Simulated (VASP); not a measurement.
Set up this calculation in VASP 6.6.1, as the native input.

```yaml
Task: band structure
Functional: SCAN
Dispersion: MBD
Potentials_or_basis: VASP PAW PBE potentials, release 64 (Ni)
Cutoff: 520 eV
k_mesh: 8 × 8 × 8
Occupations: fermi-dirac, width 0.1 eV
Spin: collinear spin, zero start
Starting_moments: "[0.0, 0.0, 0.0, 0.0] μB"
Fixed_moment: 4 μB
Hubbard_terms: Ni d U = 5 eV
Further_INCAR_settings: ALGO = Normal; EDIFF = 1e-06; NBANDS = 32
```

The structure of Ni lies in Ni.cif:

```cif
data_Ni
_cell_length_a 3.22603965
_cell_length_b 3.22603965
_cell_length_c 3.22603965
_cell_angle_alpha 90.00000000
_cell_angle_beta 90.00000000
_cell_angle_gamma 90.00000000
_space_group_name_H-M_alt 'Fm-3m'
_space_group_name_Hall '-F 4 2 3'
_space_group_IT_number 225
loop_
_space_group_symop_operation_xyz
'x,y,z'
'-x,-y,-z'
'-y,x,z'
'y,-x,-z'
'-x,-y,z'
'x,y,-z'
'y,-x,z'
'-y,x,-z'
'x,-y,-z'
'-x,y,z'
'-y,-x,-z'
'y,x,z'
'-x,y,-z'
'x,-y,z'
'y,x,-z'
'-y,-x,z'
'z,x,y'
'-z,-x,-y'
'z,-y,x'
'-z,y,-x'
'z,-x,-y'
'-z,x,y'
'z,y,-x'
'-z,-y,x'
'-z,x,-y'
'z,-x,y'
'-z,-y,-x'
'z,y,x'
'-z,-x,y'
'z,x,-y'
'-z,y,x'
'z,-y,-x'
'y,z,x'
'-y,-z,-x'
'x,z,-y'
'-x,-z,y'
'-y,z,-x'
'y,-z,x'
'-x,z,y'
'x,-z,-y'
'-y,-z,x'
'y,z,-x'
'-x,-z,-y'
'x,z,y'
'y,-z,-x'
'-y,z,x'
'x,-z,y'
'-x,z,-y'
'x,y+1/2,z+1/2'
'-x,-y+1/2,-z+1/2'
'-y,x+1/2,z+1/2'
'y,-x+1/2,-z+1/2'
'-x,-y+1/2,z+1/2'
'x,y+1/2,-z+1/2'
'y,-x+1/2,z+1/2'
'-y,x+1/2,-z+1/2'
'x,-y+1/2,-z+1/2'
'-x,y+1/2,z+1/2'
'-y,-x+1/2,-z+1/2'
'y,x+1/2,z+1/2'
'-x,y+1/2,-z+1/2'
'x,-y+1/2,z+1/2'
'y,x+1/2,-z+1/2'
'-y,-x+1/2,z+1/2'
'z,x+1/2,y+1/2'
'-z,-x+1/2,-y+1/2'
'z,-y+1/2,x+1/2'
'-z,y+1/2,-x+1/2'
'z,-x+1/2,-y+1/2'
'-z,x+1/2,y+1/2'
'z,y+1/2,-x+1/2'
'-z,-y+1/2,x+1/2'
'-z,x+1/2,-y+1/2'
'z,-x+1/2,y+1/2'
'-z,-y+1/2,-x+1/2'
'z,y+1/2,x+1/2'
'-z,-x+1/2,y+1/2'
'z,x+1/2,-y+1/2'
'-z,y+1/2,x+1/2'
'z,-y+1/2,-x+1/2'
'y,z+1/2,x+1/2'
'-y,-z+1/2,-x+1/2'
'x,z+1/2,-y+1/2'
'-x,-z+1/2,y+1/2'
'-y,z+1/2,-x+1/2'
'y,-z+1/2,x+1/2'
'-x,z+1/2,y+1/2'
'x,-z+1/2,-y+1/2'
'-y,-z+1/2,x+1/2'
'y,z+1/2,-x+1/2'
'-x,-z+1/2,-y+1/2'
'x,z+1/2,y+1/2'
'y,-z+1/2,-x+1/2'
'-y,z+1/2,x+1/2'
'x,-z+1/2,y+1/2'
'-x,z+1/2,-y+1/2'
'x+1/2,y,z+1/2'
'-x+1/2,-y,-z+1/2'
'-y+1/2,x,z+1/2'
'y+1/2,-x,-z+1/2'
'-x+1/2,-y,z+1/2'
'x+1/2,y,-z+1/2'
'y+1/2,-x,z+1/2'
'-y+1/2,x,-z+1/2'
'x+1/2,-y,-z+1/2'
'-x+1/2,y,z+1/2'
'-y+1/2,-x,-z+1/2'
'y+1/2,x,z+1/2'
'-x+1/2,y,-z+1/2'
'x+1/2,-y,z+1/2'
'y+1/2,x,-z+1/2'
'-y+1/2,-x,z+1/2'
'z+1/2,x,y+1/2'
'-z+1/2,-x,-y+1/2'
'z+1/2,-y,x+1/2'
'-z+1/2,y,-x+1/2'
'z+1/2,-x,-y+1/2'
'-z+1/2,x,y+1/2'
'z+1/2,y,-x+1/2'
'-z+1/2,-y,x+1/2'
'-z+1/2,x,-y+1/2'
'z+1/2,-x,y+1/2'
'-z+1/2,-y,-x+1/2'
'z+1/2,y,x+1/2'
'-z+1/2,-x,y+1/2'
'z+1/2,x,-y+1/2'
'-z+1/2,y,x+1/2'
'z+1/2,-y,-x+1/2'
'y+1/2,z,x+1/2'
'-y+1/2,-z,-x+1/2'
'x+1/2,z,-y+1/2'
'-x+1/2,-z,y+1/2'
'-y+1/2,z,-x+1/2'
'y+1/2,-z,x+1/2'
'-x+1/2,z,y+1/2'
'x+1/2,-z,-y+1/2'
'-y+1/2,-z,x+1/2'
'y+1/2,z,-x+1/2'
'-x+1/2,-z,-y+1/2'
'x+1/2,z,y+1/2'
'y+1/2,-z,-x+1/2'
'-y+1/2,z,x+1/2'
'x+1/2,-z,y+1/2'
'-x+1/2,z,-y+1/2'
'x+1/2,y+1/2,z'
'-x+1/2,-y+1/2,-z'
'-y+1/2,x+1/2,z'
'y+1/2,-x+1/2,-z'
'-x+1/2,-y+1/2,z'
'x+1/2,y+1/2,-z'
'y+1/2,-x+1/2,z'
'-y+1/2,x+1/2,-z'
'x+1/2,-y+1/2,-z'
'-x+1/2,y+1/2,z'
'-y+1/2,-x+1/2,-z'
'y+1/2,x+1/2,z'
'-x+1/2,y+1/2,-z'
'x+1/2,-y+1/2,z'
'y+1/2,x+1/2,-z'
'-y+1/2,-x+1/2,z'
'z+1/2,x+1/2,y'
'-z+1/2,-x+1/2,-y'
'z+1/2,-y+1/2,x'
'-z+1/2,y+1/2,-x'
'z+1/2,-x+1/2,-y'
'-z+1/2,x+1/2,y'
'z+1/2,y+1/2,-x'
'-z+1/2,-y+1/2,x'
'-z+1/2,x+1/2,-y'
'z+1/2,-x+1/2,y'
'-z+1/2,-y+1/2,-x'
'z+1/2,y+1/2,x'
'-z+1/2,-x+1/2,y'
'z+1/2,x+1/2,-y'
'-z+1/2,y+1/2,x'
'z+1/2,-y+1/2,-x'
'y+1/2,z+1/2,x'
'-y+1/2,-z+1/2,-x'
'x+1/2,z+1/2,-y'
'-x+1/2,-z+1/2,y'
'-y+1/2,z+1/2,-x'
'y+1/2,-z+1/2,x'
'-x+1/2,z+1/2,y'
'x+1/2,-z+1/2,-y'
'-y+1/2,-z+1/2,x'
'y+1/2,z+1/2,-x'
'-x+1/2,-z+1/2,-y'
'x+1/2,z+1/2,y'
'y+1/2,-z+1/2,-x'
'-y+1/2,z+1/2,x'
'x+1/2,-z+1/2,y'
'-x+1/2,z+1/2,-y'
loop_
_atom_site_label
_atom_site_type_symbol
_atom_site_symmetry_multiplicity
_atom_site_Wyckoff_symbol
_atom_site_fract_x
_atom_site_fract_y
_atom_site_fract_z
_atom_site_occupancy
Ni1 Ni 4 a 0.0000000000 0.0000000000 0.0000000000 1
```

The structure of Ni lies in POSCAR:

```
Ni
 1.0000000000000000
     3.2260396500000001    0.0000000000000000    0.0000000000000000
     0.0000000000000000    3.2260396500000001    0.0000000000000000
     0.0000000000000000    0.0000000000000000    3.2260396500000001
 Ni 
   4
Cartesian
  0.0000000000000000  0.0000000000000000  0.0000000000000000
  0.0000000000000000  1.6130198250000001  1.6130198250000001
  1.6130198250000001  0.0000000000000000  1.6130198250000001
  1.6130198250000001  1.6130198250000001  0.0000000000000000
```

The cell isn't the ideal one: volume scaled by 0.8.

These files were run (other wordings do the same):

INCAR

```
SYSTEM = Ni
PREC = Accurate
ENCUT = 520
EDIFF = 1E-6
ISMEAR = -1
SIGMA = 0.1
LREAL = .FALSE.
LASPH = .TRUE.
NELM = 120
ALGO = Normal
ISIF = 2
LWAVE = .FALSE.
LCHARG = .FALSE.
ISPIN = 2
MAGMOM = 0 0 0 0
LORBIT = 11
NUPDOWN = 4
LMAXMIX = 4
LDAU = .TRUE.
LDAUTYPE = 2
LDAUL = 2
LDAUU = 5
LDAUJ = 0
LDAUPRINT = 1
METAGGA = SCAN
LMIXTAU = .TRUE.
IVDW = 202
NBANDS = 32
```

KPOINTS

```
regular mesh
0
G
  8 8 8
  0 0 0
```

KPOINTS_OPT

```
path GXMGRX,MR
15
line-mode
reciprocal
 0.0000000000  0.0000000000  0.0000000000  G
 0.0000000000  0.5000000000  0.0000000000  X

 0.0000000000  0.5000000000  0.0000000000  X
 0.5000000000  0.5000000000  0.0000000000  M

 0.5000000000  0.5000000000  0.0000000000  M
 0.0000000000  0.0000000000  0.0000000000  G

 0.0000000000  0.0000000000  0.0000000000  G
 0.5000000000  0.5000000000  0.5000000000  R

 0.5000000000  0.5000000000  0.5000000000  R
 0.0000000000  0.5000000000  0.0000000000  X

 0.5000000000  0.5000000000  0.0000000000  M
 0.5000000000  0.5000000000  0.5000000000  R
```

Potentials or basis: VASP PAW PBE potentials, release 64 (Ni).

The run is started by

```bash
$ ase convert -i cif -o vasp Ni.cif POSCAR
$ cat potpaw_PBE.64/Ni/POTCAR > POTCAR
$ mpirun -np 1 vasp_std > vasp.out
```

It gave:

The pressure is 55.6 GPa, the net moment is 4.00 μB per cell and the site moments are Ni +1.00 μB. The valence electrons inside the program's atomic spheres are Ni 10.03 and the dispersion energy per atom is -0.397 eV.

Caveat: the moment is held away from its start; the PAW data sets were made with another functional, which shifts forces and pressure a little; the total moment is fixed, so each spin has its own Fermi level; the U is typed as a test and isn't derived for this compound.

Run time: 5.8 min on 1 thread of AMD EPYC 9R45 (Zen 5) (shared host), peak memory 0.19 GiB.
